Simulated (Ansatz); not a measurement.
# Preparing GaN (P6_3mc) as a host crystal

Before any defect goes in: GaN (P6_3mc) at rest, and how it screens a charge.

Calculated with Ansatz 0.2.0; plane-wave PAW DFT, r2SCAN; relaxation of the host's cell and atoms, in the first sound run; inputs show where later runs differ.

## 1. The starting structure

It takes space group P6_3mc (No. 186, hexagonal). The conventional cell has a = 3.189 Å, b = 3.189 Å, c = 5.192 Å, α = 90.00°, β = 90.00°, γ = 120.00°. Ga has 4 N at 1.95 to 1.96 Å nearest. N has 4 Ga at 1.95 to 1.96 Å nearest. Farther neighbours and most contacts between anions are not listed.

## 2. Host cell relaxation

Lattice and positions are set free, within the symmetry that the program keeps.

cell/input.yaml reads:

```yaml
crystal:
  lattice:
    - [3.1889304, 0.0, 0.0]
    - [-1.5944652, 2.7616947, 0.0]
    - [0.0, 0.0, 5.1923572]
  atoms:
    - { symbol: Ga, position: [0.66666667, 0.33333333, 0.49908371] }
    - { symbol: Ga, position: [0.33333333, 0.66666667, 0.99908371] }
    - { symbol: "N", position: [0.66666667, 0.33333333, 0.87591629] }
    - { symbol: "N", position: [0.33333333, 0.66666667, 0.37591629] }
basis:
  ecutwfc: 500
  xc_grid: 2
hamiltonian:
  xc: r2scan
kpoints:
  mp_grid: { grid: [10, 10, 6] }
scf:
  occupations: { method: fixed }
  max_iter: 100
relax:
  f_tol: 0.005
  max_steps: 60
  cell: {}
output:
  forces: true
  stress: true
checkpoint:
  write: "../cell.run"
  compress: false
  write_wavefunctions: false
  write_every: 100000
```

Run with:

```console
ansatz run input.yaml --threads 32 --pin off --max-ram 84787MiB --backend cpu --events-out ev --progress --plain --runs-dir out
```

Numbers of over 12 decimals in the logs are rounded to 6 here.

Log:

```text
[... repeated set-up lines and file paths are left out, and long positions are rounded to six places ...]
Engine: ansatz 0.2.0, aarch64-unknown-linux-gnu
Pseudopotentials: kind: paw
Pseudopotential: Ga, paw, valence charge 13, recommended cutoff 500 eV (meta_gga), Ga.paw.azcp
Pseudopotential: N, paw, valence charge 5, recommended cutoff 500 eV (meta_gga), N.paw.azcp
Functional definition: r2SCAN
  parameter k0 = 0.174
  parameter k1 = 0.065
  parameter a1 = 4.9479
  exchange = r2scan_x(k0 = k0, k1 = k1, a1 = a1)
  correlation = r2scan_c
Crystal: 4 atoms, lattice volume = 45.728 Å³
Basis set: ecut = 500 eV, 1141 PW (Γ), exchange–correlation on 48×48×80 points (8 copies of the dense FFT grid, shifted against one another)
Bands: 22, of which v1, the nominal top of the filled ones, is band 18 counted from 1 (17 counted from 0)
Symmetry: 12 space group operations
Space group: P63mc (ITA 186), of the structure as read, at distance tolerance 3.6e-5 Å
k-points: 56 of 600 (time reversal used)
Non-local potential: Ga, projectors of the file, l = 0: 2, l = 1: 2, l = 2: 3, l = 3: 1
Non-local potential: N, projectors of the file, l = 0: 2, l = 1: 2, l = 2: 1
PAW form: soft (Blöchl's): semilocal exchange-correlation on the pseudo side does not see the compensation charge
PAW frozen core: Ga, regenerated for the run's functional (the file was generated under x = pbe(κ = 0.804, μ = 0.219515), c = pbe(β = 0.066725))
PAW frozen core: N, regenerated for the run's functional (the file was generated under x = pbe(κ = 0.804, μ = 0.219515), c = pbe(β = 0.066725))
PAW one-centre angular grid: Ga, 590 points (default); XC on 160 Gauss nodes
PAW one-centre angular grid: N, 302 points (default); XC on 160 Gauss nodes
Initial density: superposition of atomic densities (neutral atoms: chi_scale 0, normalization atom), corrected by the library's trained network
Initial wavefunctions: pseudopotential atomic-orbital guess
Functional: x = r2scan, c = r2scan; τ floored in thin density (d = 2e-4 eV/Å³)
SCF iter   1: F=—  HF=-8352.712084 eV  |Δ(HF+E_count)|=         —  Δρ=1.25e-2  dr2=2.67e-2  dr2_τ=1.88e-1  Hψ=4469
preconditioner: auto → Resta (q_TF=auto, 2.622 Å⁻¹)  ε∞=4.5  [insulator: Δε(μ)=2.276 eV  Ē_g=17.609 eV  n_scr=22 (ndim 8)  ℏωp=32.9 eV  f_vac=0.008  ε∞_Penn≈4.5]
SCF iter   2: F=—  HF=-8352.774398 eV  |Δ(HF+E_count)|=   6.23e-2  Δρ=5.84e-3  dr2=9.47e-3  dr2_τ=3.16e-4  Hψ=2878
SCF iter   3: F=—  HF=-8352.773865 eV  |Δ(HF+E_count)|=   5.33e-4  Δρ=3.69e-3  dr2=2.65e-3  dr2_τ=8.80e-5  Hψ=2249
SCF iter   4: F=—  HF=-8352.773883 eV  |Δ(HF+E_count)|=   1.75e-5  Δρ=2.97e-4  dr2=2.13e-5  dr2_τ=7.99e-6  Hψ=2281
SCF iter   5: F=—  HF=-8352.773905 eV  |Δ(HF+E_count)|=   2.29e-5  Δρ=1.29e-4  dr2=3.97e-6  dr2_τ=4.27e-7  Hψ=2117
SCF iter   6: F=—  HF=-8352.773910 eV  |Δ(HF+E_count)|=   4.41e-6  Δρ=3.50e-5  dr2=5.93e-7  dr2_τ=2.74e-8  Hψ=2240
SCF iter   7: F=—  HF=-8352.773910 eV  |Δ(HF+E_count)|=   6.79e-9  Δρ=1.76e-5  dr2=1.40e-7  dr2_τ=8.77e-9  Hψ=4752
SCF iter   8: F=-8352.773910 eV  HF=-8352.773910 eV  |Δ(HF+E_count)|=   2.29e-8  Δρ=7.84e-6  dr2=2.80e-8  dr2_τ=4.71e-10  Hψ=3802
SCF 1 converged in 8 iterations: F = -8352.773910 eV  dr2 = 2.80e-8
  greatest PAW one-centre occupation: 0.995 electrons in one spin orbital (limit 2), on the Ga atom at site 0 (counted from 0), in its partial waves of l = 2
relax step   1: F+E_penalty+E_count = -8352.77390986 eV  Δ(F+E_penalty+E_count) = +0.000e0 eV  max|allowed force component| = 1.263e-3 eV/Å  Δτ_max = 0.0000 Å  P = -1.039 GPa  Ω = 45.728 Å³  (8 SCF iters, dr2 threshold 1.00e-7 eV, accepted)
[... the SCF cycles and remarks between the steps are left out from here to the last step ...]
relax step   2: F+E_penalty+E_count = -8352.77468219 eV  Δ(F+E_penalty+E_count) = -7.723e-4 eV  max|allowed force component| = 1.068e-3 eV/Å  Δτ_max = 0.0001 Å  P = -0.398 GPa  Ω = 45.577 Å³  energy of the carried Pulay correction = +9.336e-5 eV  (5 SCF iters, dr2 threshold 4.00e-7 eV, accepted)
relax step   3: F+E_penalty+E_count = -8352.77485423 eV  Δ(F+E_penalty+E_count) = -1.720e-4 eV  max|allowed force component| = 5.171e-4 eV/Å  Δτ_max = 0.0001 Å  P = +0.005 GPa  Ω = 45.484 Å³  energy of the carried Pulay correction = +1.511e-4 eV  (4 SCF iters, dr2 threshold 3.98e-7 eV, accepted)
Initial wavefunctions: pseudopotential atomic-orbital guess (no wavefunctions were taken with the density)
iter 1 solved again at ethr=2.51e-8 eV; its pass at ethr=3.10e-3 eV (dr2=9.03e-6 eV) is discarded
SCF iter   1: F=—  HF=-8352.774691 eV  |Δ(HF+E_count)|=         —  Δρ=3.29e-5  dr2=3.80e-7  dr2_τ=5.31e-8  Hψ=8152
SCF iter   2: F=—  HF=-8352.774689 eV  |Δ(HF+E_count)|=   1.60e-6  Δρ=1.63e-5  dr2=9.61e-8  dr2_τ=9.04e-9  Hψ=2118
SCF iter   3: F=—  HF=-8352.774689 eV  |Δ(HF+E_count)|=   2.45e-8  Δρ=9.69e-6  dr2=3.02e-8  dr2_τ=8.02e-10  Hψ=1905
SCF iter   4: F=—  HF=-8352.774689 eV  |Δ(HF+E_count)|=   4.87e-9  Δρ=1.44e-6  dr2=1.06e-9  dr2_τ=2.24e-10  Hψ=2249
SCF iter   5: F=—  HF=-8352.774689 eV  |Δ(HF+E_count)|=  1.56e-10  Δρ=5.51e-7  dr2=1.21e-10  dr2_τ=5.60e-12  Hψ=2139
SCF iter   6: F=-8352.774689 eV  HF=-8352.774689 eV  |Δ(HF+E_count)|=  4.00e-11  Δρ=7.54e-8  dr2=1.92e-12  dr2_τ=1.05e-13  Hψ=4471
SCF 4 converged in 6 iterations: F = -8352.774689 eV  dr2 = 1.92e-12
relax step   4: F+E_penalty+E_count = -8352.77468926 eV  Δ(F+E_penalty+E_count) = +1.650e-4 eV  max|allowed force component| = 5.442e-4 eV/Å  Δτ_max = 0.0000 Å  P = +0.004 GPa  Ω = 45.484 Å³  stress off target by 4.83e-3 GPa  SCF on the basis re-selected at this cell (its energy is not comparable with the rows above)  (6 SCF iters)
basis re-selected at this cell: Δ(F+E_penalty+E_count) = +1.650e-4 eV, ΔP = -0.001 GPa vs the last step (what re-selecting the basis moved, of the pressure what is left beyond the Pulay correction that the steps carried, after the strain that the cell walked [...]
SCF converged after 6 iterations
Free energy (F): -8352.774689 eV
Harris-Foulkes:  -8352.774689 eV  (|F-HF|=3.64e-12)
Internal energy: -8352.774689 eV  (E = F + TS)
E sigma→0 (E₀):  -8352.774689 eV
Fermi energy:    9.486724 eV
--- Per-component energies (eV) ---
  E_band       = -29.646353
  E_kinetic    = 494.368707
  E_local      = -3904.007521  (includes V_loc(G=0)·N_el)
  E_nonlocal   = 952.976004
  E_hartree    = 1801.757017
  E_xc         = -243.549400
  E_vxc        = -287.265239  (∫ρ·V_xc dr)
  E_paw        = -4274.770934  (= ΣΔE_a)
  E_vpaw       = -904.914081  (= ΣTr[D̂ρ^β])
  E_aug_tail   = -0.000045  (compensation charges beyond the density's cutoff)
  E_vtau       = 15.681843  (kinetic-family band-sum trace: ∫τ·v_τ [+ j·A + Jᵃ·Aᵃ] dr)
  E_ewald      = -3178.183248
  E_core_change = -1.365269  (= ΣΔE_core)
  E_smearing   = -0.000000  (= −TS)
  E_closure    = 0.000000  (closes the sum)
  Σ components = -8352.774689   (vs F -8352.774689, Δ=0.00e0)
--- Forces (eV/Å), atoms counted from 1 ---
  atom   1  Ga     0.00000000     0.00000000     0.00054712
  atom   2  Ga    -0.00000000    -0.00000000     0.00054712
  atom   3  N      0.00000000     0.00000000    -0.00054132
  atom   4  N     -0.00000000    -0.00000000    -0.00054132
  max |Σ_I F_I| component: 1.16e-5 eV/Å
--- Stress (GPa, compression-positive) ---
        0.004828      -0.000000       0.000000
        0.000000       0.004828       0.000000
        0.000000       0.000000       0.002663
  P = ⅓ Tr σ = 0.0041 GPa (0.041 kbar)
--- Relaxed structure (3 steps of the walk, 3 accepted, 1 SCFs on fresh bases) ---
  F+E_penalty+E_count = -8352.77468926 eV   max|allowed force component| = 5.442e-4 eV/Å   (the final SCF, on the basis selected at the relaxed cell)
  cell:  # Å, volume = 45.4839 Å³
    - [3.183086, 0, 0]
    - [-1.591543, 2.756634, -1.8002487800482376e-19]
    - [0, -3.3847096320056974e-19, 5.183581]
  atoms:
    - { symbol: Ga, position: [0.666667, 0.333333, 0.499108] }
    - { symbol: Ga, position: [0.333333, 0.666667, 0.999108] }
    - { symbol: N, position: [0.666667, 0.333333, 0.875892] }
    - { symbol: N, position: [0.333333, 0.666667, 0.375892] }
```

Run time: 1.9 s. Hardware: 32 threads of Arm Neoverse V2, shared host; peak memory 0.32 GiB.

Relaxation path:

| step | energy less that of the first step (eV) | largest force component (eV/Å) | pressure (GPa) | volume (Å³) |
| --- | --- | --- | --- | --- |
| 1 | 0.0000 | 0.0013 | -1.04 | 45.73 |
| 2 | -0.0008 | 0.0011 | -0.40 | 45.58 |
| 3 | -0.0009 | 0.0005 | 0.00 | 45.48 |
| 4* | -0.0008 | 0.0005 | 0.00 | 45.48 |

Relaxation steps marked * repeat the geometry before them on a plane-wave basis chosen anew for their cell, so energy and pressure can jump there.

The run keeps the 12 symmetry operations that it works with, so distortions that break them were not tested.

| conventional cell, symmetrised | before | after | change |
| --- | --- | --- | --- |
| a (Å) | 3.189 | 3.183 | -0.2 % |
| b (Å) | 3.189 | 3.183 | -0.2 % |
| c (Å) | 5.192 | 5.184 | -0.2 % |
| volume (Å³/atom) | 11.43 | 11.37 | -0.5 % |

Final coordinates:

```xyz
4
Lattice="3.1831 0.0000 0.0000 -1.5915 2.7566 0.0000 0.0000 0.0000 5.1836" Properties=species:S:1:pos:R:3 pbc="T T T"
Ga    1.5916    0.9189    2.5872
Ga    0.0000    1.8378    5.1790
N     1.5916    0.9189    4.5402
N     0.0000    1.8378    1.9485
```

Numbers from this step:

```yaml
pressure: 0.004106 GPa
```

The cell shrank by 0.5 % in volume.

## 3. Dielectric tensors of the host

The response to a uniform electric field gives the electronic dielectric tensor.

This step: plane-wave PAW DFPT, PBEsol; dielectric tensors, Born charges and zone-centre modes of the host (Ansatz 0.2.0).

eps/input.yaml reads:

```yaml
crystal:
  lattice:
    - [3.1830864089, 0.0, 0.0]
    - [-1.5915432044, 2.7566336925, 0.0]
    - [0.0, 0.0, 5.1835805568]
  atoms:
    - { symbol: Ga, position: [0.6666666667, 0.3333333333, 0.4991084241] }
    - { symbol: Ga, position: [0.3333333333, 0.6666666667, 0.9991084241] }
    - { symbol: "N", position: [0.6666666667, 0.3333333333, 0.8758915759] }
    - { symbol: "N", position: [0.3333333333, 0.6666666667, 0.3758915759] }
basis:
  ecutwfc: 420
hamiltonian:
  xc: pbesol
kpoints:
  mp_grid: { grid: [9, 9, 5] }
scf:
  occupations: { method: fixed }
  max_iter: 100
phonons:
  method: dfpt
  dielectric: true
  rigid_motions: translations
```

Log:

```text
[...]
Crystal: 4 atoms, lattice volume = 45.484 Å³
Basis set: ecut = 420 eV, 893 PW (Γ), exchange–correlation on 48×48×72 points (8 copies of the dense FFT grid, shifted against one another)
Bands: 22, of which v1, the nominal top of the filled ones, is band 18 counted from 1 (17 counted from 0)
Symmetry: 12 space group operations
k-points: 115 of 405 (irreducible under 2 space group operations, time reversal used)
[...]
SCF iter   1: F=—  HF=-8245.714083 eV  |Δ(HF+E_count)|=         —  Δρ=1.27e-2  dr2=7.10e-2  Hψ=8951
[...]
SCF iter   9: F=-8245.693902 eV  HF=-8245.693902 eV  |Δ(HF+E_count)|=  1.07e-10  Δρ=8.37e-8  dr2=2.69e-12  Hψ=13503
SCF 1 converged in 9 iterations: F = -8245.693902 eV  dr2 = 2.69e-12
[...]
NSCF: frozen V_eff on 6 k-points
DFPT response loops at Γ: preconditioner auto → Resta (q_TF=auto, 2.624 Å⁻¹)  ε∞=5.7 (no band partly filled); β = 1.00, the filter's whole step (`scf.mixing.beta` (0.50) is not read by the response loops at its default; [...]
── the response to a field inside a basis, on 12×12×8 k-points: an SCF that follows is theirs, and a resumed run solves both again ──
Bands: 19, of which v1, the nominal top of the filled ones, is band 18 counted from 1 (17 counted from 0)
k-points: 168 of 1152 (irreducible under 4 space group operations, time reversal used)
[...]
Eigensolver: Dense (168 Hₖ)
SCF iter   1: F=—  HF=-8245.692347 eV  |Δ(HF+E_count)|=         —  Δρ=4.93e-4  dr2=2.53e-5
[...]
SCF iter   4: F=-8245.692356 eV  HF=-8245.692356 eV  |Δ(HF+E_count)|=   1.90e-6  Δρ=1.16e-5  dr2=3.52e-8
SCF 1 converged in 4 iterations: F = -8245.692356 eV  dr2 = 3.52e-8
[...]
WARN: field response: ε∞ stands inside a basis, on 12×12×8 points; [...]
SCF converged after 9 iterations
Free energy (F): -8245.693902 eV
[...]
Internal energy: -8245.693902 eV  (E = F + TS)
E sigma→0 (E₀):  -8245.693902 eV
Fermi energy:    9.622835 eV
[...]
--- Band table (eV; the first three rows and the last of 115) ---
[...]
--- Phonons (Γ-DFPT): 4 representative perturbations + reference, on 115 of 405 k-points (Σ response iterations 14) ---
  k mesh reduced under 2 symmetry operations, with k and −k counted as one. Each operation leaves every solved perturbation unchanged. A smaller set is not considered because the run solves the response to a homogeneous field
  ASR residual: 2.731e-5 → 0.000e0 eV/Å²; symmetrization residual: 7.853e-6 eV/Å²
  ASR residual per site (eV/Å²): 2.73e-5 2.73e-5 8.92e-6 8.92e-6
  Γ frequencies (cm⁻¹): 0.00 0.00 0.00 136.50 136.50 327.02 521.60 544.91 544.91 553.54 553.54 677.63
  ε∞ (high-frequency dielectric tensor):
        5.839390     0.000000    -0.000000
        0.000000     5.839390     0.000000
       -0.000000     0.000000     6.022209
  ε⁰ (static dielectric tensor: ions relaxed, cell fixed):
       10.096372    -0.000000    -0.000000
        0.000000    10.096372     0.000000
       -0.000000     0.000000    11.184354
  ε⁰ − ε∞ (ionic part):
        4.256981    -0.000000     0.000000
       -0.000000     4.256981     0.000000
        0.000000     0.000000     5.162145
  softest optical mode at Γ: 136.50 cm⁻¹; the repairs (sum rule, projections) moved no ω² at Γ by more than (1.42 cm⁻¹)²
  Born effective charges Z* (e; rows j = field, columns β = displacement):
    site 0:
         2.61036    0.00000   -0.00000
         0.00000    2.61036    0.00000
        -0.00000    0.00000    2.75153
    site 1:
         2.61036    0.00000   -0.00000
         0.00000    2.61036    0.00000
        -0.00000    0.00000    2.75153
    site 2:
        -2.61036   -0.00000    0.00000
        -0.00000   -2.61036   -0.00000
         0.00000   -0.00000   -2.75153
    site 3:
        -2.61036   -0.00000    0.00000
        -0.00000   -2.61036   -0.00000
         0.00000   -0.00000   -2.75153
  Z* charge neutrality: 3.117e-3 e pre-enforcement
  solved inside a basis spanned on kpoints, on 12×12×8 k-points, its susceptibility summed on 18×18×10: ε∞ is read to err by 1.8e-2, Z* by 1.5e-2 e (field_mesh: kpoints solves on kpoints); Z* is corrected for what the basis lacks
  optical modes at Γ without the LO–TO term, one row a degenerate level:
      ω (cm⁻¹)  modes    IR ((D/Å)²/amu)
        136.50      2             0.0000
        327.02      1             0.0000
        521.60      1            29.9503
        544.91      2            53.9118
        553.54      2             0.0000
        677.63      1             0.0000
  optical modes at Γ + LO–TO along q̂ = [1.0000, 0.0000, 0.0000]:
      ω (cm⁻¹)  modes    IR ((D/Å)²/amu)
        136.50      2             0.0000
        327.02      1             0.0000
        521.60      1            29.9503
        544.91      1            26.9559
        553.54      2             0.0000
        677.63      1             0.0000
        716.52      1            26.9559
  optical modes at Γ + LO–TO along q̂ = [0.0000, 1.0000, 0.0000]:
      ω (cm⁻¹)  modes    IR ((D/Å)²/amu)
        136.50      2             0.0000
        327.02      1             0.0000
        521.60      1            29.9503
        544.91      1            26.9559
        553.54      2             0.0000
        677.63      1             0.0000
        716.52      1            26.9559
  optical modes at Γ + LO–TO along q̂ = [0.0000, 0.0000, 1.0000]:
      ω (cm⁻¹)  modes    IR ((D/Å)²/amu)
        136.50      2             0.0000
        327.02      1             0.0000
        544.91      2            53.9118
        553.54      2             0.0000
        677.63      1             0.0000
        710.83      1            29.9503
```

It took 11 s on 32 threads; peak memory 0.96 GiB; 4.2 min of CPU time.

Reading the cycles: dr2 is the Hartree energy of the density residual (eV), the measure of convergence; HF is the Harris–Foulkes estimate of the energy, which meets the free energy F at convergence.

Electronic dielectric tensor:

```
5.84 0.00 0.00
0.00 5.84 0.00
0.00 0.00 6.02
```

Static dielectric tensor:

```
10.10  0.00  0.00
 0.00 10.10  0.00
 0.00  0.00 11.18
```

The principal values of the electronic dielectric tensor are 5.84, 5.84 and 6.02. The principal values of the static dielectric tensor are 10.10, 10.10 and 11.18.

(Continued in part 2 of 3.)

[Logs are printed without paths, hosts, clocks, repeated set-up lines and the standing remarks that a program may print on its own settings, such as how far it seeks lower states.]

[Hosts, paths, dates, database ids (printed as entryN), source tags and the programs' standing remarks are cut or masked in the printed files.]

[Runs of the host that timed out are not shown.]

[For some hosts the program warned that the k-mesh of the response run may be too coarse for force constants and the static dielectric constant; such warnings are not always shown.]
